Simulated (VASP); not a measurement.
# CdSe (F-43m) in VASP: further runs, part 2 of 2

VASP 6.6.1. The steps go on from the part before.

## Step 3: Relaxation of cell and atoms, r2SCAN+rVV10

This run uses another cell than the first one, of 28.94 Å³/atom, 1.019 times its volume.

POSCAR

```
CdSe
1.0
    0.0000000000      3.0702711986      3.0702711986
    3.0702711986      0.0000000000      3.0702711986
    3.0702711986      3.0702711986      0.0000000000
Cd Se
1 1
Direct
    0.0000000000      0.0000000000      0.0000000000
    0.7500000000      0.7500000000      0.7500000000
```

INCAR.step1

```
SYSTEM = CdSe
PREC = Accurate
ENCUT = 600
ISMEAR = 0
SIGMA = 0.02
LREAL = .False.
LASPH = .True.
NELM = 100
GGA = PE
ALGO = Normal
EDIFF = 1E-4
LWAVE = .True.
LCHARG = .False.
```

INCAR.step2

```
SYSTEM = CdSe
PREC = Accurate
ENCUT = 600
EDIFF = 1E-6
ISMEAR = 0
SIGMA = 0.02
LREAL = .False.
LASPH = .True.
NELM = 100
ALGO = Normal
ISIF = 3
LWAVE = .False.
LCHARG = .False.
METAGGA = R2SCAN
LMIXTAU = .True.
LUSE_VDW = .True.
IVDW_NL = 2
BPARAM = 11.95
CPARAM = 0.0093
IBRION = 2
NSW = 100
EDIFFG = -0.002
ISTART = 1
```

KPOINTS

```
regular mesh
0
Gamma
  8 8 8
  0 0 0
```

Potentials or basis: VASP PAW PBE potentials, release 64 (Cd, Se).

The run is started by

```sh
$ cat potpaw_PBE.64/Cd/POTCAR potpaw_PBE.64/Se/POTCAR > POTCAR
$ cp INCAR.step1 INCAR
$ mpirun -np 1 vasp_std > vasp.out
$ cp INCAR.step2 INCAR
$ mpirun -np 1 vasp_std > vasp.out
```

OUTCAR:

```text
SYSTEM = CdSe
   PREC = Accurate
   ENCUT = 600
   EDIFF = 1E-6
   ISMEAR = 0
   LREAL = .False.
   LASPH = .True.
   NELM = 100
   ISIF = 3
   METAGGA = R2SCAN
   IVDW_NL = 2
   BPARAM = 11.95
   IBRION = 2
   NSW = 100
   EDIFFG = -0.002
   ISTART = 1

 ion  position               nearest neighbor table
   1  0.000  0.000  0.000-   2 2.66   2 2.66   2 2.66   2 2.66
   2  0.750  0.750  0.750-   1 2.66   1 2.66   1 2.66   1 2.66

  LATTYP: Found a face centered cubic cell.
 ALAT       =     6.1405423972

  Lattice vectors:

 A1 = (   0.0000000000,   3.0702711986,   3.0702711986)
 A2 = (   3.0702711986,   0.0000000000,   3.0702711986)
 A3 = (   3.0702711986,   3.0702711986,   0.0000000000)

Analysis of symmetry for initial positions (statically):
=====================================================================
 Subroutine PRICEL returns:
 Original cell was already a primitive cell.

 Routine SETGRP: Setting up the symmetry group for a
 face centered cubic supercell.

 Subroutine GETGRP returns: Found 24 space group operations
 (whereof 24 operations were pure point group operations)
 out of a pool of 48 trial point group operations.

The static configuration has the point symmetry T_d .

Analysis of symmetry for dynamics (positions and initial velocities):
=====================================================================
 Subroutine PRICEL returns:
 Original cell was already a primitive cell.

 Routine SETGRP: Setting up the symmetry group for a
 face centered cubic supercell.

 Subroutine GETGRP returns: Found 24 space group operations
 (whereof 24 operations were pure point group operations)
 out of a pool of 48 trial point group operations.

The dynamic configuration has the point symmetry T_d .

 Subroutine INISYM returns: Found 24 space group operations
 (whereof 24 operations are pure point group operations),
 and found     1 'primitive' translations

----------------------------------------------------------------------------------------

                                     Primitive cell

  volume of cell :      57.8842

  direct lattice vectors                    reciprocal lattice vectors
     0.000000000  3.070271199  3.070271199    -0.162852063  0.162852063  0.162852063
     3.070271199  0.000000000  3.070271199     0.162852063 -0.162852063  0.162852063
     3.070271199  3.070271199  0.000000000     0.162852063  0.162852063 -0.162852063

  length of vectors
     4.342019169  4.342019169  4.342019169     0.282068048  0.282068048  0.282068048

  position of ions in fractional coordinates (direct lattice)
     0.000000000  0.000000000  0.000000000
     0.750000000  0.750000000  0.750000000

  ion indices of the primitive-cell ions
   primitive index   ion index
                 1           1
                 2           2

----------------------------------------------------------------------------------------

 KPOINTS: regular mesh

Automatic generation of k-mesh.
 Grid dimensions read from file:
 generate k-points for:    8    8    8

 Generating k-lattice:

  Cartesian coordinates                     Fractional coordinates (reciprocal lattice)
    -0.020356508  0.020356508  0.020356508     0.125000000  0.000000000  0.000000000
[... 54 lines left out ...]
   LNONCOLLINEAR =      F non collinear calculations
   LSORBIT =      F    spin-orbit coupling
   LASPH  =      T    aspherical Exc in radial PAW
   ENCUT  =  600.0 eV  44.10 Ry    6.64 a.u.   8.67  8.67  8.67*2*pi/ulx,y,z
   NELM   =    100;   NELMIN=  2; NELMDL=  0     # of ELM steps
   EDIFF  = 0.1E-05   stopping-criterion for ELM
   LREAL  =      F    real-space projection
   EDIFFG = -.2E-02   stopping-criterion for IOM
   NSW    =    100    number of steps for IOM
   IBRION =      2    ionic relax: 0-MD 1-quasi-New 2-CG
   NFREE  =      1    steps in history (QN), initial steepest desc. (CG)
   ISIF   =      3    stress and relaxation
   ISYM   =      2    0-nonsym 1-usesym 2-fastsym
   POTIM  = 0.5000    time-step for ionic-motion
   TEBEG  =    0.0;   TEEND  =   0.0 temperature during run
   PSTRESS=    0.0 pullay stress
   NELECT =      18.0000    total number of electrons
   NUPDOWN=      -1.0000    fix difference up-down
   EMIN   =  10.00;   EMAX   =-10.00  energy-range for DOS
   EFERMI =   0.00;   METHOD = LEGACY
   ISMEAR =     0;   SIGMA  =   0.02  broadening in eV -4-tet -1-fermi 0-gaus
   EFERMI_NEDOS =   21; number of points for ismear=-14 and -15
   IALGO  =     38    algorithm
   IMIX   =      4    mixing-type and parameters
     AMIX     =   0.40;   BMIX     =  1.00
     AMIX_MAG =   1.60;   BMIX_MAG =  1.00
  volume/ion in A,a.u.               =      28.94       195.31
  Fermi-wavevector in a.u.,A,eV,Ry     =   1.109121  2.095935 16.737199  1.230149
  Thomas-Fermi vector in A             =   2.245657
   LORBIT       =      0    0 simple, 1 ext, 2 COOP (PROOUT), +10 PAW based schemes
   METAGGA = R2SCAN    functional components
   LHFCALC =     F    Hartree Fock is set to
   AEXX    =    0.0000 exact exchange contribution
   IVDW_NL    =     2    kernel type
   BPARAM     =11.9500
   IVDW    =     0    specifies the selected vdW correction
   LEPSILON=     F    determine dielectric tensor
   LRPA    =     F    only Hartree local field effects (RPA)
 conjugate gradient relaxation of ions
 non-spin polarized calculation
 Gauss-broadening in eV      SIGMA  =   0.02
  energy-cutoff  :      600.00
  volume of cell :       57.88
 maximum number of plane-waves:      1964
   NGX = 17   NGY = 17   NGZ = 17

--------------------------------------- Ionic step        1  -------------------------------------------

 number of electron      17.9999997 magnetization

 Free energy of the ion-electron system (eV)
  ---------------------------------------------------
  ext. energy  EPLUGINS =         0.00000000
  ---------------------------------------------------
  free energy    TOTEN  =       -35.32130200 eV

  energy without entropy =      -35.32130200  energy(sigma->0) =      -35.32130200

------------------------ aborting loop because EDIFF is reached ----------------------------------------

  FORCE on cell =-STRESS in cart. coord.  units (eV):
  Direction    XX          YY          ZZ          XY          YZ          ZX
  --------------------------------------------------------------------------------------
  -------------------------------------------------------------------------------------
  Total       -0.2503453     -0.2503453     -0.2503453     -0.0000000      0.0000000     -0.0000000
  in kB       -6.9293072     -6.9293072     -6.9293072     -0.0000000      0.0000000     -0.0000000
  external PRESSURE =      -6.9293072 kB  Pullay stress =       0.0000000 kB
[... 59 lines left out ...]
--------------------------------------- Ionic step        3  -------------------------------------------

 number of electron      17.9999997 magnetization

 Free energy of the ion-electron system (eV)
  ---------------------------------------------------
  ext. energy  EPLUGINS =         0.00000000
  ---------------------------------------------------
  free energy    TOTEN  =       -35.32298276 eV

  energy without entropy =      -35.32298276  energy(sigma->0) =      -35.32298276

 E-fermi :   0.6010     XC(G=0):  -9.4313

 val. band max:        0.5095741979   @ k =   0.0000   0.0000   0.0000
 cond. band min:       1.5086513175   @ k =   0.0000   0.0000   0.0000
 fundamental gap:      0.9990771196
 Fermi energy:         0.6010064757

 k-point     1 :       0.0000    0.0000    0.0000
  band No.  band energies     occupation
      1     -12.4302      2.00000
      2      -7.5942      2.00000
      3      -7.5942      2.00000
      4      -7.5942      2.00000
      5      -7.2075      2.00000
      6      -7.2075      2.00000
      7       0.5096      2.00000
      8       0.5096      2.00000
      9       0.5096      2.00000
     10       1.5087      0.00000
     11       6.9571      0.00000
     12       6.9571      0.00000
     13       6.9571      0.00000
[... 354 lines left out ...]
  band No.  band energies     occupation
      1     -12.0017      2.00000
      2      -7.4586      2.00000
      3      -7.4361      2.00000
      4      -7.2267      2.00000
      5      -7.1914      2.00000
      6      -6.8299      2.00000
      7      -3.5835      2.00000
      8      -1.4516      2.00000
      9      -0.7017      2.00000
     10       4.7867      0.00000
     11       6.2485      0.00000
     12       7.7849      0.00000
     13       8.9389      0.00000

 [... further k-points ...]

------------------------ aborting loop because EDIFF is reached ----------------------------------------

  FORCE on cell =-STRESS in cart. coord.  units (eV):
  Direction    XX          YY          ZZ          XY          YZ          ZX
  --------------------------------------------------------------------------------------
  -------------------------------------------------------------------------------------
  Total        0.0013197      0.0013197      0.0013197      0.0000000     -0.0000000      0.0000000
  in kB        0.0370160      0.0370160      0.0370160      0.0000000     -0.0000000      0.0000000
  external PRESSURE =       0.0370160 kB  Pullay stress =       0.0000000 kB
[... 17 lines left out ...]
  FREE ENERGIE OF THE ION-ELECTRON SYSTEM (eV)
  ---------------------------------------------------
  free  energy   TOTEN  =       -35.3229827570 eV

  energy  without entropy=      -35.3229827570  energy(sigma->0) =      -35.32298276

 reached required accuracy - stopping structural energy minimisation
```

Run time: 3.8 min. Hardware: 1 thread of Intel Xeon 6975P-C (Granite Rapids), shared host; peak memory 0.42 GiB.

Results:

| Property | Result |
| --- | --- |
| Free energy | -35.3230 eV |
| Relaxed volume | 28.56 Å³/atom |
| Relaxed cell | a = 4.323 Å, b = 4.323 Å, c = 4.323 Å, α = 60.00°, β = 60.00°, γ = 60.00° |
| Space group after relaxing (to 0.05 Å) | F-43m (No. 216) |
| Energy gained by relaxing | 0.8 meV/atom |
| Ionic steps | 3 |
| Pressure after relaxing | 0.0 GPa |
| Band gap on the k mesh | 1.00 eV, direct |

Step by step:
| step | energy change (eV) | largest force (eV/Å) | pressure (GPa) | volume (Å³) |
| --- | --- | --- | --- | --- |
| 1 | 0.0000 | 0.0000 | -0.69 | 57.88 |
| 2 | -0.0015 | 0.0000 | 0.27 | 56.84 |
| 3 | -0.0017 | 0.0000 | 0.00 | 57.12 |

Final structure:
```xyz
2
Lattice="0.0000 3.0567 3.0567 3.0567 0.0000 3.0567 3.0567 3.0567 0.0000" Properties=species:S:1:pos:R:3 pbc="T T T"
Cd    0.0000    0.0000    0.0000
Se    4.5850    4.5850    4.5850
```

Levels at points of the mesh, in eV from the valence-band top:
| k point | band 7 | band 8 | band 9 | band 10 | band 11 | band 12 |
| --- | --- | --- | --- | --- | --- | --- |
| (0.00, 0.00, 0.00) | 0.00 | 0.00 | 0.00 | 1.00 | 6.45 | 6.45 |
| (0.50, 0.00, 0.00) | -4.36 | -0.74 | -0.74 | 2.80 | 6.88 | 6.88 |
| (0.50, 0.50, 0.00) | -4.03 | -1.84 | -1.84 | 3.40 | 4.11 | 9.54 |

Caveat: the PAW data sets were made with another functional, which shifts forces and pressure a little. r2SCAN opens gaps a little over a GGA but as a rule still falls short of measured ones.

## Step 4: Single point, r2SCAN+rVV10

This run uses another cell than the first one, of 28.94 Å³/atom, 1.019 times its volume.

POSCAR is that of step 3.

INCAR.step1

```
PREC     = Accurate       # precision mode
ENCUT    = 520            # plane-wave cutoff, eV
ISMEAR   = 0              # smearing method
SIGMA    = 0.1            # smearing width, eV
LREAL    = F              # projectors in reciprocal space
LASPH    = T              # aspherical terms in the spheres
NELM     = 100            # most SCF steps
NBANDS   = 16             # bands
GGA      = PE             # functional
ALGO     = Normal         # electronic algorithm
EDIFF    = 1E-4           # SCF threshold, eV
LWAVE    = T              # write WAVECAR
LCHARG   = F              # write CHGCAR
```

INCAR.step2

```
PREC     = Accurate       # precision mode
ENCUT    = 520            # plane-wave cutoff, eV
EDIFF    = 1E-6           # SCF threshold, eV
ISMEAR   = 0              # smearing method
SIGMA    = 0.1            # smearing width, eV
LREAL    = F              # projectors in reciprocal space
LASPH    = T              # aspherical terms in the spheres
NELM     = 100            # most SCF steps
ALGO     = Normal         # electronic algorithm
ISIF     = 2              # what is computed and relaxed
LWAVE    = F              # write WAVECAR
LCHARG   = T              # write CHGCAR
METAGGA  = R2SCAN         # meta-GGA
LMIXTAU  = T            
LUSE_VDW = T            
IVDW_NL  = 2            
BPARAM   = 11.95        
CPARAM   = 0.0093       
LELF     = T              # ELF
LVHAR    = T            
NBANDS   = 16             # bands
ISTART   = 1
```

KPOINTS

```
Automatic mesh
0
Gamma
  6 6 6
```

Potentials or basis: VASP PAW PBE potentials, release 64 (Cd, Se).

The run is started by

```sh
$ cat potpaw_PBE.64/Cd/POTCAR potpaw_PBE.64/Se/POTCAR > POTCAR
$ cp INCAR.step1 INCAR
$ mpirun -np 1 vasp_std > vasp.out
$ cp INCAR.step2 INCAR
$ mpirun -np 1 vasp_std > vasp.out
```

OUTCAR:

```text
PREC = Accurate
   ENCUT = 520
   EDIFF = 1E-6
   ISMEAR = 0
   LREAL = F
   LASPH = T
   NELM = 100
   ISIF = 2
   METAGGA = R2SCAN
   IVDW_NL = 2
   BPARAM = 11.95
   ISTART = 1

 ion  position               nearest neighbor table
   1  0.000  0.000  0.000-   2 2.66   2 2.66   2 2.66   2 2.66
   2  0.750  0.750  0.750-   1 2.66   1 2.66   1 2.66   1 2.66

  LATTYP: Found a face centered cubic cell.
 ALAT       =     6.1405423972

  Lattice vectors:

 A1 = (   0.0000000000,   3.0702711986,   3.0702711986)
 A2 = (   3.0702711986,   0.0000000000,   3.0702711986)
 A3 = (   3.0702711986,   3.0702711986,   0.0000000000)

Analysis of symmetry for initial positions (statically):
=====================================================================
 Subroutine PRICEL returns:
 Original cell was already a primitive cell.

 Routine SETGRP: Setting up the symmetry group for a
 face centered cubic supercell.

 Subroutine GETGRP returns: Found 24 space group operations
 (whereof 24 operations were pure point group operations)
[... 154 lines left out ...]
  free energy    TOTEN  =       -35.31784653 eV

  energy without entropy =      -35.31784653  energy(sigma->0) =      -35.31784653

 E-fermi :   0.8484     XC(G=0):  -9.3678

 val. band max:        0.4088680594   @ k =   0.0000   0.0000   0.0000
 cond. band min:       1.3767140780   @ k =   0.0000   0.0000   0.0000
 fundamental gap:      0.9678460186
 Fermi energy:         0.8484343807

 k-point     1 :       0.0000    0.0000    0.0000
  band No.  band energies     occupation
      1     -12.4554      2.00000
      2      -7.6554      2.00000
      3      -7.6554      2.00000
      4      -7.6554      2.00000
      5      -7.2838      2.00000
      6      -7.2838      2.00000
[... 281 lines left out ...]
      3      -7.4516      2.00000
      4      -7.3461      2.00000
      5      -7.2571      2.00000
      6      -6.8485      2.00000
[... 8 lines left out ...]
     15      13.7144      0.00000
     16      13.9274      0.00000

------------------------ aborting loop because EDIFF is reached ----------------------------------------

  FORCE on cell =-STRESS in cart. coord.  units (eV):
  Direction    XX          YY          ZZ          XY          YZ          ZX
  --------------------------------------------------------------------------------------
  -------------------------------------------------------------------------------------
  Total       -0.2291257     -0.2291257     -0.2291257      0.0000000      0.0000000      0.0000000
  in kB       -6.3419710     -6.3419710     -6.3419710      0.0000000      0.0000000      0.0000000
  external PRESSURE =      -6.3419710 kB  Pullay stress =       0.0000000 kB

 VOLUME and BASIS-vectors are now :
 -----------------------------------------------------------------------------
  energy-cutoff  :      520.00
  volume of cell :       57.88
      direct lattice vectors                 reciprocal lattice vectors
     0.000000000  3.070271199  3.070271199    -0.162852063  0.162852063  0.162852063
     3.070271199  0.000000000  3.070271199     0.162852063 -0.162852063  0.162852063
     3.070271199  3.070271199  0.000000000     0.162852063  0.162852063 -0.162852063

 POSITION                                       TOTAL-FORCE (eV/Angst)
 -----------------------------------------------------------------------------------
      0.00000      0.00000      0.00000        -0.000000     -0.000000     -0.000000
      4.60541      4.60541      4.60541         0.000000      0.000000      0.000000
 -----------------------------------------------------------------------------------
    total drift:                                0.000004      0.000004      0.000004

  FREE ENERGIE OF THE ION-ELECTRON SYSTEM (eV)
  ---------------------------------------------------
  free  energy   TOTEN  =       -35.3178465293 eV

  energy  without entropy=      -35.3178465293  energy(sigma->0) =      -35.31784653
```

It took 46 s on 1 thread of Intel Xeon 6975P-C (Granite Rapids), shared host; peak memory 0.32 GiB.

Results:

| Item | Value |
| --- | --- |
| Free energy | -35.3178 eV |
| Pressure | -0.6 GPa |
| Band gap on the k mesh | 0.97 eV, direct |

Levels at points of the mesh, in eV from the valence-band top:
```csv
k point,band 7,band 8,band 9,band 10,band 11,band 12
"(0.00, 0.00, 0.00)",0.00,0.00,0.00,0.97,6.44,6.44
"(0.50, 0.00, 0.00)",-4.28,-0.72,-0.72,2.78,6.88,6.88
"(0.50, 0.50, 0.00)",-3.97,-1.80,-1.80,3.42,4.09,9.46
```

Caveat: the PAW data sets were made with another functional, which shifts forces and pressure a little.

## Step 5: Overview

```csv
task,cell,k mesh,cutoff (eV),smearing,gap on the mesh (eV),pressure (GPa)
single point,"F-43m, 28.4 Å³/atom",8 × 8 × 8,520,gaussian 0.02 eV,1.01,0.4
relaxation of cell and atoms,relaxed,8 × 8 × 8,600,gaussian 0.02 eV,1.00,0.0
single point,"F-43m, 28.94 Å³/atom",6 × 6 × 6,520,gaussian 0.1 eV,0.97,-0.6
```

Alike in all rows: level r2SCAN+rVV10; potentials or basis VASP PAW PBE potentials, release 64 (Cd, Se); no spin polarisation.

Caveats: the PAW data sets were made with another functional, which shifts forces and pressure a little.

Absolute energies hang on the potentials; compare differences alone.
